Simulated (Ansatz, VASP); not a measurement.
One calculation of Mn, two programs

```
CELL_PARAMETERS angstrom
2.61432 0.00000 0.00000
0.00000 2.61432 0.00000
0.00000 0.00000 23.80000
ATOMIC_POSITIONS crystal
Mn 0.00000 0.00000 0.29412
```

Alike in both runs: functional PBE; k mesh 22 × 22 × 1; occupations gaussian, width 0.1 eV; collinear spin.

Ansatz relaxed the structure, and its values are those at the end. VASP's run is a single point on that final structure, the one shown.

```csv
,VASP,Ansatz
version,VASP 6.6.1,Ansatz 0.2.0
potentials or method,"VASP PAW PBE potentials, release 64 (Mn_pv)","scalar-relativistic, plane waves, PAW"
plane-wave cutoff (eV),520,420
valence electrons in the cell,13,15
```

|  | VASP | Ansatz | Ansatz less VASP |
| --- | --- | --- | --- |
| gap on the k mesh at the Fermi level (eV) | none | none | - |
| net moment per atom (μB) | 4.34 | 4.34 | +0.004 |
| size of the moment on the site where the two differ most (μB) | 3.91 | 3.87 | -0.037 |

Site moments also hang on the region over which each program counts them. A gap of «none» marks a metal or a gap that the smearing closes. The two sets of potentials don't hold the same shells in valence. Ansatz warned: «xc_potential_rough_in_thin_density».
